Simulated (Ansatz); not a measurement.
## Bands of O

```
CELL_PARAMETERS angstrom
1.42335 0.82177 3.40830
-1.42335 0.82177 3.40830
0.00000 -1.64354 3.40830
ATOMIC_POSITIONS crystal
O 0.05770 0.05770 0.05770
O 0.94230 0.94230 0.94230
```

Atom numbers follow the list: O1, O2.

The geometry is COD entry 2106431, unchecked; take it as a test cell.

Solid oxygen carries moments on its molecules; these runs leave spin out.

Level of theory: DFT, PBE, all-electron LAPW, scalar-relativistic (Ansatz 0.2.0).

The runs use a Γ-centred 10×10×10 k mesh, Fermi–Dirac smearing of 0.02 eV, basis error target 0.5 meV/atom, no spin polarisation.

Points in fractions of the reciprocal vectors of this cell: Γ (0, 0, 0), T (0.5, 0.5, 0.5), H2 (0.795, 0.205, 0.5), H0 (0.5, -0.205, 0.205), L (0.5, 0, 0), S0 (0.353, -0.353, 0), S2 (0.647, 0, 0.353), F (0.5, 0, 0.5). The path joins them by straight lines in the order Γ–T–H2–H0–L–Γ–S0–S2–F; legs that retrace an earlier one aren't tabulated. Energies are in eV from the Fermi level.

Question: Is there a gap?

Answer: none: bands cross the Fermi level, a metal.

Question: List the levels between -20 and 8.5 eV at the symmetry points.

Answer: 
Γ: -13.96, -9.23, -6.58 (×2), 0.55 (×2), 8.26
T: -15.16, -7.19, -6.68 (×2), 0.80 (×2), 8.08
H2: -14.01, -8.31, -7.94, -7.40, -0.95, -0.08
H0: -14.01, -8.31, -7.94, -7.40, -0.95, -0.08
L: -13.80, -8.86, -7.99, -6.96, -0.74, 0.06
S0: -13.95, -8.16, -8.15, -7.46, -0.89, -0.18
S2: -13.95, -8.16, -8.15, -7.46, -0.89, -0.18
F: -14.17, -8.65, -7.38, -7.17, -1.35, 0.60
